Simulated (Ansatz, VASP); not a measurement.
# InSb: VASP beside Ansatz

```
In Sb
1.0
     0.00000    3.07351    3.07351
     3.07351    0.00000    3.07351
     3.07351    3.07351    0.00000
In Sb
1 1
Cartesian
  0.0000 0.0000 0.0000
  3.0735 3.0735 3.0735
```

Measurements of this composition are mostly on another form, of space group No. 216.

Alike in both runs: task single point; functional r2SCAN; k mesh 6 × 6 × 6; occupations gaussian, width 0.1 eV; no spin polarisation.

|  | VASP | Ansatz |
| --- | --- | --- |
| version | VASP 6.6.1 | Ansatz 0.2.0 |
| potentials or method | VASP PAW PBE potentials, release 64 (In_d, Sb) | scalar-relativistic, plane waves, PAW |
| plane-wave cutoff (eV) | 520 | 500 |
| valence electrons in the cell | 18 | 28 |

```csv
,VASP,Ansatz,Ansatz less VASP
gap on the k mesh at the Fermi level (eV),none,none,-
pressure (GPa),-1.4,-1.5,-0.03
```

A gap of «none» marks a metal or a gap that the smearing closes. The two sets of potentials don't hold the same shells in valence.

Caveats: the PAW data sets were made with another functional, which shifts forces and pressure a little (VASP). The runs have no spin-orbit coupling, so splittings on Sb are missing.
